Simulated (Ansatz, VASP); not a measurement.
Given: the input of a run of Ansatz 0.2.0 on Y.

The input input.yaml:

```yaml
crystal:
  lattice:
    - [3.6474, 0.0, 0.0]
    - [-1.8237, 3.1587410578, 0.0]
    - [0.0, 0.0, 5.7306]
  atoms:
    - { symbol: "Y", position: [0.6666666667, 0.3333333333, 0.75] }
    - { symbol: "Y", position: [0.3333333333, 0.6666666667, 0.25] }
kpoints:
  mp_grid: { grid: [8, 8, 5] }
scf:
  occupations: { method: fermi_dirac, width: 0.05 }
hamiltonian:
  xc: pbesol
  pseudopotentials: { kind: all_electron, lapw: { basis_error: 0.001 } }
output:
  forces: true
  stress: true
relax:
  f_tol: 0.02
  max_steps: 60
  cell: {}
```

Potentials or basis: all-electron LAPW, scalar-relativistic.

Command:

```bash
$ ansatz run input.yaml --threads 1 --pin off --max-ram 3072MiB --backend cpu --events-out ev --progress --plain --runs-dir out
```

Q: Translate it to VASP 6.6.1. Potentials there: VASP PAW PBE potentials, release 64 (Y_sv).

A: As run (the cutoff follows the program's own potentials):

The input INCAR:

```
PREC = Accurate ; ENCUT = 600
EDIFF = 1E-6 ; ISMEAR = -1
SIGMA = 0.05 ; LREAL = False
LASPH = True ; NELM = 100
ALGO = Normal ; ISIF = 3
LWAVE = False ; LCHARG = False
GGA = PS ; IBRION = 2
NSW = 80 ; EDIFFG = -0.02
```

KPOINTS

```
Automatic mesh
0
Gamma
  8 8 5
```

Contents of POSCAR:

```
Y
1.0
    3.6474000000      0.0000000000      0.0000000000
   -1.8237000000      3.1587410578      0.0000000000
    0.0000000000      0.0000000000      5.7306000000
Y
2
Direct
    0.6666666667      0.3333333333      0.7500000000
    0.3333333333      0.6666666667      0.2500000000
```

Potentials or basis: VASP PAW PBE potentials, release 64 (Y_sv).

Run with:

```sh
$ cat potpaw_PBE.64/Y_sv/POTCAR > POTCAR
$ mpirun -np 1 vasp_std > vasp.out
```

Both were run:

|  | VASP | Ansatz | Ansatz less VASP |
| --- | --- | --- | --- |
| relaxed volume (Å³/atom) | 31.23 | 31.33 | +0.100 |
| relaxed cell length with the largest relative difference (Å) | 3.585 | 3.592 | +0.0062 |
| energy change over the relaxation (meV/atom) | -12 | -11 | +1.2 |

Ansatz ran all-electron here, so the differences hold the error of VASP's frozen core and of both bases.

Caveats: the PAW data sets were made with another functional, which shifts forces and pressure a little (VASP).
